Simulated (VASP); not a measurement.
# CoO (P-6m2) in VASP: a series of runs

The runs below take CoO through optical spectrum, density of states, electric field gradients, core levels, with PBE.

All numbers are computed with VASP 6.6.1; they aren't measurements. Logs are shortened: lines on timing, memory, paths and dates and some standing lists are left out, and cuts for length are marked.

### 1 Starting point

Symmetry: P-6m2, No. 187, hexagonal system. The conventional cell has a = 2.828 Å, b = 2.828 Å, c = 2.722 Å, α = 90.00°, β = 90.00°, γ = 120.00°. Co (site symmetry -6m2) is surrounded by 6 O at 2.13 Å. Around O (site symmetry -6m2) lie 6 Co at 2.13 Å.

The cell was built by a generator and needn't be a form met in nature.

### 2 Optical spectrum, PBE, collinear spin, ferromagnetic start

INCAR reads:

```
  ALGO = Normal
  CSHIFT = 0.05
  EDIFF = 1E-6
  ENCUT = 520
  GGA = PE
  ISIF = 2
  ISMEAR = 0
  ISPIN = 2
  LASPH = True
  LCHARG = False
  LMAXMIX = 4
  LOPTICS = True
  LORBIT = 11
  LREAL = False
  LWAVE = False
  MAGMOM = 2 0
  NBANDS = 56
  NEDOS = 1000
  NELM = 150
  PREC = Accurate
  SIGMA = 0.02
```

KPOINTS reads:

```
k-points
0
Gamma
  11 11 10
```

POSCAR reads:

```
CoO
1.0
    2.8284500000      0.0000000000      0.0000000000
   -1.4142300000      2.4495100000      0.0000000000
    0.0000000000      0.0000000000      2.7217200000
Co O
1 1
Direct
    0.0000000000      0.0000000000      0.5000000000
    0.6666700000      0.3333300000      0.0000000000
```

Potentials or basis: VASP PAW PBE potentials, release 64 (Co, O).

Run with:

```bash
> cat potpaw_PBE.64/Co/POTCAR potpaw_PBE.64/O/POTCAR > POTCAR
> mpirun -np 1 vasp_std > vasp.out
```

OUTCAR:

```text
EDIFF = 1E-6
   ENCUT = 520
   GGA = PE
   ISIF = 2
   ISMEAR = 0
   ISPIN = 2
   LASPH = True
   LORBIT = 11
   LREAL = False
   NELM = 150
   PREC = Accurate

 ion  position               nearest neighbor table
   1  0.000  0.000  0.500-   2 2.13   2 2.13   2 2.13   2 2.13   2 2.13   2 2.13
   2  0.667  0.333  0.000-   1 2.13   1 2.13   1 2.13   1 2.13   1 2.13   1 2.13

  LATTYP: Found a hexagonal cell.
 ALAT       =     2.8284500000
 C/A-ratio  =     0.9622655518

  Lattice vectors:

 A1 = (   2.8284500000,   0.0000000000,   0.0000000000)
 A2 = (  -1.4142300000,   2.4495100000,   0.0000000000)
 A3 = (   0.0000000000,   0.0000000000,   2.7217200000)

Analysis of symmetry for initial positions (statically):
=====================================================================
 Subroutine PRICEL returns:
 Original cell was already a primitive cell.

 Routine SETGRP: Setting up the symmetry group for a
 hexagonal supercell.

 Subroutine GETGRP returns: Found  4 space group operations
 (whereof  4 operations were pure point group operations)
 out of a pool of 24 trial point group operations.

The static configuration has the point symmetry C_2v.

Analysis of symmetry for dynamics (positions and initial velocities):
=====================================================================
 Subroutine PRICEL returns:
 Original cell was already a primitive cell.

 Routine SETGRP: Setting up the symmetry group for a
 hexagonal supercell.

 Subroutine GETGRP returns: Found  4 space group operations
 (whereof  4 operations were pure point group operations)
 out of a pool of 24 trial point group operations.

The dynamic configuration has the point symmetry C_2v.

Analysis of structural, dynamic, and magnetic symmetry:
=====================================================================
 Subroutine PRICEL returns:
 Original cell was already a primitive cell.

 Routine SETGRP: Setting up the symmetry group for a
 hexagonal supercell.

 Subroutine GETGRP returns: Found  4 space group operations
 (whereof  4 operations were pure point group operations)
 out of a pool of 24 trial point group operations.

The overall configuration has the point symmetry C_2v.

 Subroutine INISYM returns: Found  4 space group operations
 (whereof  4 operations are pure point group operations),
 and found     1 'primitive' translations

----------------------------------------------------------------------------------------

                                     Primitive cell

  volume of cell :      18.8569

  direct lattice vectors                    reciprocal lattice vectors
     2.828450000  0.000000000  0.000000000     0.353550531  0.204123179  0.000000000
    -1.414230000  2.449510000  0.000000000     0.000000000  0.408244914  0.000000000
     0.000000000  0.000000000  2.721720000     0.000000000  0.000000000  0.367414723

  length of vectors
     2.828450000  2.828452887  2.721720000     0.408245331  0.408244914  0.367414723

  position of ions in fractional coordinates (direct lattice)
     0.000000000  0.000000000  0.500000000
     0.666670000  0.333330000  0.000000000

  ion indices of the primitive-cell ions
   primitive index   ion index
                 1           1
                 2           2

----------------------------------------------------------------------------------------

 KPOINTS: k-points

Automatic generation of k-mesh.
[... 114 lines left out ...]
  energy without entropy =      -12.92464365  energy(sigma->0) =      -12.92496182

 E-fermi :   8.2180     XC(G=0): -12.5735

 val. band max:        8.2161459394   @ k =   0.2727   0.0000   0.0000
 cond. band min:       8.2209096924   @ k =  -0.3636   0.3636   0.1000
 fundamental gap:      0.0047637530
 Fermi energy:         8.2179602552

 spin component 1

 k-point     1 :       0.0000    0.0000    0.0000
  band No.  band energies     occupation
      1     -12.3064      1.00000
      2       3.2349      1.00000
      3       3.2349      1.00000
      4       3.8296      1.00000
      5       4.5601      1.00000
      6       5.2841      1.00000
[... 517 lines left out ...]
     18      38.4358      0.00000
     19      38.9723      0.00000

 [... further k-points ...]

 spin component 2

 k-point     1 :       0.0000    0.0000    0.0000
  band No.  band energies     occupation
      1     -11.6550      1.00000
      2       4.5409      1.00000
      3       4.5410      1.00000
      4       5.2441      1.00000
      5       5.5548      1.00000
      6       8.4774      0.00000
[... 517 lines left out ...]
     18      38.9752      0.00000
     19      39.6402      0.00000

 [... further k-points ...]

 [bands above 19 left out]

------------------------ aborting loop because EDIFF is reached ----------------------------------------

  FORCE on cell =-STRESS in cart. coord.  units (eV):
  Direction    XX          YY          ZZ          XY          YZ          ZX
  --------------------------------------------------------------------------------------
  -------------------------------------------------------------------------------------
  Total       -0.0328105     -0.0327888     -0.1171752      0.0000189      0.0000000      0.0000000
  in kB       -2.7877392     -2.7858930     -9.9557748      0.0016054      0.0000000      0.0000000
  external PRESSURE =      -5.1764690 kB  Pullay stress =       0.0000000 kB

 VOLUME and BASIS-vectors are now :
 -----------------------------------------------------------------------------
  energy-cutoff  :      520.00
  volume of cell :       18.86
      direct lattice vectors                 reciprocal lattice vectors
     2.828450000  0.000000000  0.000000000     0.353550531  0.204123179  0.000000000
    -1.414230000  2.449510000  0.000000000     0.000000000  0.408244914  0.000000000
     0.000000000  0.000000000  2.721720000     0.000000000  0.000000000  0.367414723

 POSITION                                       TOTAL-FORCE (eV/Angst)
 -----------------------------------------------------------------------------------
      0.00000      0.00000      1.36086        -0.000008      0.000004      0.000000
      1.41424      0.81650      0.00000         0.000008     -0.000004      0.000000
 -----------------------------------------------------------------------------------
    total drift:                                0.000014      0.000025      0.000000

  FREE ENERGIE OF THE ION-ELECTRON SYSTEM (eV)
  ---------------------------------------------------
  free  energy   TOTEN  =       -12.9252799862 eV

  energy  without entropy=      -12.9246436543  energy(sigma->0) =      -12.92496182

 electrical conductivity sigma (Mega S m-1) (frequency dependency in vasprun.xml)
  --------------------------------------------------------------------------------------
       0.014      -0.000       0.000
      -0.000       0.014       0.000
       0.000       0.000       0.022

  frequency dependent IMAGINARY DIELECTRIC FUNCTION (independent particle, no local field effects) density-density
     E(ev)      X         Y         Z        XY        YZ        ZX
  --------------------------------------------------------------------------------------------------------------
     0.00000    -0.00000    -0.00000     0.00000     0.00000     0.00000     0.00000
     1.39464    14.45680    14.45612     6.25362    -0.00062     0.00000     0.00000
     2.78929     4.43231     4.43264     0.54102     0.00028     0.00000     0.00000
     4.18393    10.15574    10.15644     7.26096     0.00058     0.00000     0.00000
     5.57857     4.89791     4.89750     8.13413    -0.00036     0.00000     0.00000
     6.97322     5.62870     5.62921     3.19031     0.00043     0.00000     0.00000
[... 92 lines left out ...]
   136.67507     0.00000     0.00000     0.00000     0.00000     0.00000     0.00000
   138.06971     0.00000     0.00000     0.00000     0.00000     0.00000     0.00000

  frequency dependent      REAL DIELECTRIC FUNCTION (independent particle, no local field effects) density-density
     E(ev)        X           Y           Z          XY          YZ          ZX
  --------------------------------------------------------------------------------------------------------------
     0.00000   158.35105   158.36727   196.21248     0.01368     0.00000     0.00000
     1.39464     6.75912     6.75844    11.21016    -0.00061     0.00000     0.00000
     2.78929     2.78998     2.78994     2.07459    -0.00003     0.00000     0.00000
     4.18393     5.41417     5.41413     4.83489    -0.00004     0.00000     0.00000
     5.57857     1.60018     1.60025     2.10877     0.00006     0.00000     0.00000
     6.97322     2.87361     2.87382     0.14344     0.00018     0.00000     0.00000
[... 92 lines left out ...]
   136.67507     0.94444     0.94444     0.94547     0.00000     0.00000     0.00000
   138.06971     0.94574     0.94574     0.94675     0.00000     0.00000     0.00000

  frequency dependent IMAGINARY DIELECTRIC FUNCTION (independent particle, no local field effects) current-current
     E(ev)      X         Y         Z        XY        YZ        ZX
  --------------------------------------------------------------------------------------------------------------
     0.00000   122.81690   122.76716   249.13728    -0.04336     0.00000     0.00000
     1.39464    14.58424    14.58391     6.39676    -0.00032     0.00000     0.00000
     2.78929     4.50961     4.50992     0.54653     0.00026     0.00000     0.00000
     4.18393    10.18483    10.18551     7.27673     0.00057     0.00000     0.00000
     5.57857     4.90302     4.90261     8.10753    -0.00037     0.00000     0.00000
     6.97322     5.63148     5.63198     3.20610     0.00042     0.00000     0.00000
[... 92 lines left out ...]
   136.67507     0.00000     0.00000    -0.00000    -0.00000     0.00000     0.00000
   138.06971     0.00000     0.00000    -0.00000    -0.00000     0.00000     0.00000

  frequency dependent      REAL DIELECTRIC FUNCTION (independent particle, no local field effects) current-current
     E(ev)        X           Y           Z          XY          YZ          ZX
  --------------------------------------------------------------------------------------------------------------
     0.00000     9.35749     9.37530   -47.35542     0.01541     0.00000     0.00000
     1.39464     5.96459     5.96465    10.94824     0.00004     0.00000     0.00000
     2.78929     2.72431     2.72439     2.12455     0.00006     0.00000     0.00000
     4.18393     5.17532     5.17533     4.64879    -0.00001     0.00000     0.00000
     5.57857     1.52857     1.52868     1.96994     0.00009     0.00000     0.00000
     6.97322     2.79835     2.79858     0.10101     0.00019     0.00000     0.00000
[... 92 lines left out ...]
   136.67507     0.94449     0.94449     0.94551     0.00000     0.00000     0.00000
   138.06971     0.94580     0.94580     0.94679     0.00000     0.00000     0.00000

 total charge

# of ion       s       p       d       tot
------------------------------------------
    1        0.309   0.393   7.145   7.847
    2        1.564   3.403   0.000   4.967
--------------------------------------------------
tot          1.872   3.796   7.145  12.814

 magnetization (x)

# of ion       s       p       d       tot
------------------------------------------
    1        0.006   0.007   2.534   2.547
    2        0.026   0.381   0.000   0.407
--------------------------------------------------
tot          0.032   0.389   2.534   2.955
```

It took 7.9 min on 1 thread of AMD EPYC 7R43 (Zen 3), shared host; peak memory 0.48 GiB.

Results:

```
Free energy                                           : -12.9253 eV
Pressure                                              : -0.5 GPa
Band gap on the k mesh                                : none (metal or under the smearing width)
Net moment                                            : 3.00 μB per cell
Site moments                                          : Co +2.55; O +0.41 μB
Valence electrons inside the program's atomic spheres : Co 7.85; O 4.97
```

Dielectric function (mean over the directions given):
```tsv
energy (eV)	real part	imaginary part
0.28	6.78	104.34
0.70	1.60	16.02
1.26	6.91	8.72
1.67	1.29	9.31
2.23	-2.68	7.23
2.79	2.55	3.14
3.21	4.06	1.11
3.77	6.36	5.42
4.18	5.22	9.19
4.74	2.78	6.58
5.30	2.13	4.14
5.72	1.50	3.59
6.28	2.01	4.15
6.83	1.64	3.05
7.25	1.04	4.55
7.81	0.43	4.09
8.23	0.11	2.16
8.79	0.21	1.44
9.34	0.92	1.08
9.76	1.52	1.91
10.32	1.31	2.09
10.74	1.63	2.73
11.30	1.28	2.18
11.85	1.95	2.26
12.27	1.46	3.43
12.83	0.60	3.21
13.39	0.81	1.74
13.81	1.05	1.64
14.36	1.20	1.71
14.78	1.56	2.28
15.34	0.84	2.45
15.90	0.82	1.94
16.32	0.68	2.87
16.88	0.66	2.22
17.29	0.76	2.03
17.85	0.44	1.75
18.41	0.92	2.02
18.83	0.60	2.06
19.39	-0.14	2.27
19.94	-0.28	1.67
```

Caveat: spectra need much finer meshes, so this one isn't converged; independent-particle spectra lack excitons; the intraband (Drude) part of a metal's response may be missing; a cell with one magnetic atom can't hold antiferromagnetic order, which such compounds often take; semilocal functionals often make such compounds metallic where correlation or magnetic order opens a gap, which also shifts bond lengths. With open d or f shells a metallic result of PBE can be an artefact of self-interaction; +U or a hybrid may open a gap.

[end of part 1 of 3]
